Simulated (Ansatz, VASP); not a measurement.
RbBr: VASP beside Ansatz

```
Rb Br
1.0
     4.12608    0.00000    0.00000
     0.00000    4.12608    0.00000
     0.00000    0.00000    4.12608
Rb Br
1 1
Cartesian
  0.0000 0.0000 0.0000
  2.0630 2.0630 2.0630
```

Alike in both runs: task single point; functional BLYP; k mesh 4 × 4 × 4; no spin polarisation.

```csv
,VASP,Ansatz
version,VASP 6.6.1,Ansatz 0.2.0
potentials or method,"VASP PAW PBE potentials, release 64 (Rb_sv, Br)","scalar-relativistic, plane waves, PAW"
plane-wave cutoff (eV),520,420
occupations,"methfessel-paxton of order 1, width 0.0023 eV","cold, width 0.0023 eV"
valence electrons in the cell,16,16
```

```tsv
	VASP	Ansatz	Ansatz less VASP
gap on the k mesh at the Fermi level (eV)	4.14	4.11	-0.027
least direct gap on the mesh (eV)	4.29	4.26	-0.028
pressure (GPa)	2.0	2.0	-0.06
```

Ansatz warned: «stress_scf_threshold_loose».

Caveats: the PAW data sets were made with another functional, which shifts forces and pressure a little (VASP). A k mesh can miss the band edges. BLYP gaps usually lie below the measured ones, often by a third to a half.
